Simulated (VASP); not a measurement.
Write the native input for VASP 6.6.1 that does the following.

| Quantity | Value |
| --- | --- |
| Task | relaxation of cell and atoms |
| Functional | PBE |
| Potentials or basis | VASP PAW PBE potentials, release 64 (Cd) |
| Cutoff | 520 eV |
| k mesh | 17 × 17 × 8 |
| Occupations | gaussian, width 0.1 eV |
| Spin | no spin polarisation |
| Further INCAR settings | ALGO = Normal; EDIFF = 1e-07; IBRION = 2; POTIM = 0.3; EDIFFG = -0.005; NSW = 60; ISIF = 3 |

The structure of Cd lies in POSCAR:

```
Cd                                      
1.0
    3.0435828106     -0.0000000000      0.0000000000
   -1.5217914053      2.6358200276      0.0000000000
    0.0000000000      0.0000000000      5.7178576277
  Cd            
     2
Direct
     0.3333333300000021    0.6666666699999979    0.2500000000000000
     0.6666666699999979    0.3333333300000021    0.7500000000000000
```

These files were run (other wordings do the same):

INCAR

```
SYSTEM = Cd
PREC = Accurate
ENCUT = 520
EDIFF = 1E-7
ISMEAR = 0
SIGMA = 0.1
LREAL = .False.
LASPH = .True.
NELM = 120
ALGO = Normal
ISIF = 3
LWAVE = .False.
LCHARG = .False.
GGA = PE
IBRION = 2
NSW = 60
EDIFFG = -0.005
POTIM = 0.3
```

KPOINTS

```
regular mesh
0
Gamma
  17 17 8
  0 0 0
```

Potentials or basis: VASP PAW PBE potentials, release 64 (Cd).

Run with:

```sh
$ cat potpaw_PBE.64/Cd/POTCAR > POTCAR
$ mpirun -np 1 vasp_std > vasp.out
```

Results of the run:

The relaxed volume is 22.99 Å³/atom and the relaxed cell is a = 3.046 Å, b = 3.046 Å, c = 5.723 Å, α = 90.00°, β = 90.00°, γ = 120.00°. The space group after relaxing (to 0.05 Å) is P6_3/mmc (No. 194) and the energy gained by relaxing is 0.0 meV/atom. The ionic steps are 8. The pressure after relaxing is 0.0 GPa and the band gap on the k mesh is none (metal or under the smearing width).

Run time: 3 min on 1 thread of Intel(R) Xeon(R) Platinum 8559C (Emerald Rapids) (shared host), peak memory 0.25 GiB.
